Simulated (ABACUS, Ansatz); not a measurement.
Fitting the PBEsol energy curve of SiC

```yaml
crystal:
  lattice:
    - [0.00000, 2.17900, 2.17900]
    - [2.17900, 0.00000, 2.17900]
    - [2.17900, 2.17900, 0.00000]
  atoms:
    - { symbol: Si, position: [0.00000, 0.00000, 0.00000] }
    - { symbol: C, position: [0.75000, 0.75000, 0.75000] }
```

The cell was scaled at fixed shape and fractions and run with Ansatz, Ansatz PAW (files of its older set among them), cutoff 820 eV; PBEsol, k mesh 10 × 10 × 10 on the cell of 2 atoms, fermi-dirac occupations of 0.05 eV, no spin polarisation, no spin-orbit coupling. The potentials were made for PBE. Energies are those that the program minimises, any entropy of the smearing included.

| V (Å³/atom) | energy over the lowest row (meV/atom) |
| --- | --- |
| 9.7252 | 27.36 |
| 9.9321 | 11.53 |
| 10.1391 | ? |
| 10.3460 | 0.00 |
| 10.5529 | 3.08 |
| 10.7598 | 11.33 |
| 10.9667 | 24.26 |

**Question.** Fit the third-order Birch-Murnaghan form, give V0, B0 and B′, and predict the energy left open.

**Answer.** With y = (V0/V)^(2/3), E = E0 + (9 V0 B0/16) [(y - 1)³ B′ + (y - 1)² (6 - 4y)]. Least squares through the rows shown give V0 = 10.3343 Å³/atom, E0 = -0.01 meV, B0 = 221.4 GPa (1 eV/Å³ = 160.218 GPa) and B′ = 3.87, with a largest miss of 0.01 meV. At V = 10.1391 the form with these constants gives 2.62 meV; the run gave 2.62 meV an atom. Other set-ups at this level, from all their volumes (Å³/atom, GPa): ABACUS, PseudoDojo NC SR 0.4.1 PBEsol standard, plane waves: V0 10.343, B0 220.5; Ansatz, Ansatz PAW (made for PBE): V0 10.337, B0 221.6; Ansatz, JTH PAW (made for PBE): V0 10.312, B0 221.4; Ansatz, PseudoDojo stringent (made for PBE): V0 10.343, B0 220.5. Measured volume: 10.36 Å³/atom at 297 K (a printed reference work), so the fit lies -0.2 % from it. The runs are for a static lattice.
